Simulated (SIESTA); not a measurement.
# CdF2 under changes of volume

One of the cells (13.295 Å³/atom); the others are scaled copies at fixed shape and fractional positions:

```
Cd F
1.0
     0.00000    2.71184    2.71184
     2.71184    0.00000    2.71184
     2.71184    2.71184    0.00000
Cd F
1 2
Cartesian
  0.0000 0.0000 0.0000
  4.0678 4.0678 4.0678
  1.3559 1.3559 1.3559
```

| Property | Result |
| --- | --- |
| Program | SIESTA 5.4.2 |
| Functional | PBE |
| Potentials or basis | PseudoDojo 0.4 standard (PBE files) |
| Basis | DZP (energy shift 0.003 Ry; two zetas on semicore shells) |
| Grid cutoff | 800 Ry |
| Energy shift | 0.003 Ry |
| k mesh | 9 × 9 × 9 |
| Occupations | fermi-dirac, width 0.05 eV |
| Spin | no spin polarisation |

```csv
volume (Å³/atom),energy over the lowest point (meV/atom),pressure (GPa),gap on the mesh (eV)
12.253,61.01,14.9,3.36
12.513,39.39,11.7,3.29
12.774,?,?,?
13.295,4.35,3.6,3.08
13.556,0.45,1.3,3.01
13.817,0.00,-0.6,2.94
```

What does the run at 12.774 Å³/atom give?

Energy over the lowest point 23.15 meV/atom; pressure 8.3 GPa; gap on the mesh 3.22 eV.

Worked out: A Birch-Murnaghan fit of order 3 (a polynomial in V^(-2/3)) to the other rows has its minimum at 13.74 Å³/atom with B0 = V·E''(V) = 94 GPa and B' = 6.1. It gives 23.15 meV/atom at 12.774 Å³/atom, against the run's 23.15, and -dE/dV = 8.5 GPa, against 8.3. A straight line through the other rows of the gap, of slope -3.49 eV per unit of ln V, gives 3.22 eV, against the run's 3.22.

Energies are extrapolated to zero smearing.

Caveats: an odd mesh through Γ misses points on the zone boundary, where band edges often lie; the basis of atomic orbitals isn't converged, which shifts pressures, moduli and gaps. Spin-orbit coupling on Cd is left out.
